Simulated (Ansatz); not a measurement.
## SiO₂: computed properties

The calculation used DFT PBE, scalar-relativistic, plane waves, PAW (Ansatz 0.2.0).

Settings: cutoff 420 eV, Γ-centred mesh 6×6×6 on the computed 12-atom cell, Gaussian smearing of 0.02 eV; no spin polarisation.

The structure is relaxed at this level of theory with its symmetry kept. This form isn't the usual stable structure of the compound.

Symmetry: I4/mmm, No. 139, tetragonal system. The conventional cell has a = 9.011 Å, b = 9.011 Å, c = 5.273 Å, α = 90.00°, β = 90.00°, γ = 90.00°. Around Si (site symmetry m2m) lie 4 O at 1.61 to 1.62 Å. Around O (site symmetry 2/m) lie 2 Si at 1.61 Å. Around O (site symmetry m2m) lie 2 Si at 1.62 Å.

| Quantity | Value |
| --- | --- |
| Volume per atom | 17.84 Å³ |
| Formation energy from the elements' standard states (uncorrected) | -2.773 eV/atom |
| Kohn–Sham band gap | 5.35 eV, indirect from M to Γ |
| Löwdin character of the top 1 eV of the valence band | O 2p 97 % |
| Electron masses at the edge by Cartesian direction of the standard setting (m_e; degenerate bands sorted by energy; no spin-orbit coupling) | x: 0.60; y: 0.60; z: 0.59 |
| Hole masses at the edge by Cartesian direction of the standard setting (m_e; degenerate bands sorted by energy; no spin-orbit coupling) | x: over 30, 0.97; y: over 30, 0.97; z: 0.94, 0.94 |
| Bulk modulus | 125 GPa |
| Its pressure derivative | 2.9 |
| Electronic dielectric constant xx, yy, zz of the standard setting (independent particles) | 2.1, 2.1, 2.1 |